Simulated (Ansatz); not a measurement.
Isolated molecules relaxed with PBE0-D4/def2-TZVP in Ansatz; ΔE leaves out vibrations. CBS: MP2 limit from def2 TZ/QZ plus the TZ coupled-cluster correction, frozen cores. This one scheme is used for every species. Functionals use def2-TZVPP. B3LYP here is the variant with VWN-RPA as its local correlation; programs differ in this. HSE06 is defined as in plane-wave codes. No spin–orbit coupling; open shells (•) take unrestricted orbitals. Each species was taken in one conformer, which may not be the lowest.

Consider the hydrogen abstraction from the Si–H bond: `[SiH3]O[SiH2][SiH3]` + `F[C](F)F`• → `[SiH3]O[SiH][SiH3]`• + trifluoromethane.

```csv
level,ΔE (kJ/mol),difference from CCSD(T)/CBS
LDA (SPW92),-89.9,-8.9
PBE-D4,-81.9,-0.9
revPBE-D4,-80.6,0.4
BLYP-D4,-76.8,4.2
r2SCAN-D4,-73.4,7.6
B97M-V,-80.8,0.2
PBE0-D4,-79.8,1.2
B3LYP-D4,-76.4,4.6
r2SCANh-D4,-73.0,8.0
r2SCAN0-D4,-72.4,8.6
HSE06-D4,-80.1,0.9
BHLYP-D4,-73.0,8.0
CAM-B3LYP-D4,-74.3,6.7
ωB97X-V,-72.2,8.8
ωB97M-V,-78.6,2.4
B2PLYP,-77.1,3.9
PBE-QIDH,-79.5,1.5
PBE,-81.7,-0.7
revPBE,-79.3,1.7
BLYP,-76.1,4.9
r2SCAN,-73.5,7.5
PBE0,-79.7,1.3
r2SCANh,-73.1,7.9
r2SCAN0,-72.5,8.5
HSE06,-79.9,1.1
BHLYP,-72.3,8.7
CAM-B3LYP,-74.2,6.8
HF/def2-SVP,-61.1,19.9
MP2/def2-SVP,-80.3,0.7
CCSD/def2-SVP,-76.9,4.1
CCSD(T)/def2-SVP,-77.4,3.6
HF/def2-TZVPP,-57.9,23.1
MP2/def2-TZVPP,-84.4,-3.4
SCS-MP2/def2-TZVPP,-82.0,-1.0
CCSD/def2-TZVPP,-79.1,1.9
CCSD(T)/def2-TZVPP,-80.7,0.3
HF/def2-QZVPP,-57.5,23.5
MP2/def2-QZVPP,-84.4,-3.4
HF/CBS(def2),-57.4,23.6
CCSD/CBS(def2),-79.3,1.7
CCSD(T)/CBS,-81.0,0
```

**Question.** What do rigid-rotor, harmonic-oscillator terms from PBE0-D4/def2-TZVP frequencies (298.15 K, 1 bar) make of the CCSD(T)/CBS value? (Estimate.)

**Answer.** Computed: ΔZPE = +10.4 kJ/mol, ΔH = -70.9 kJ/mol, ΔS = -4 J/(mol·K), ΔG = -69.6 kJ/mol. Open shells count their whole term as degenerate. Modes under 50 cm⁻¹ make the entropy rough.

Largest T1 diagnostic among the species: 0.015.

At CCSD(T), def2-SVP lies +3.6 kJ/mol from the extrapolated value and def2-TZVPP +0.3 kJ/mol. In def2-TZVPP, CCSD(T) changes the Hartree–Fock value by −22.9 kJ/mol (the triples alone add −1.7 kJ/mol) and MP2 by −26.5 kJ/mol. From BLYP to BHLYP (50 % exact exchange), in def2-TZVPP and without D4, ΔE moves by +3.8 kJ/mol.

CCSD(T)/CBS has its own doubt, a few kJ/mol and more with outer-core shells, so smaller differences from it don't rank the levels.
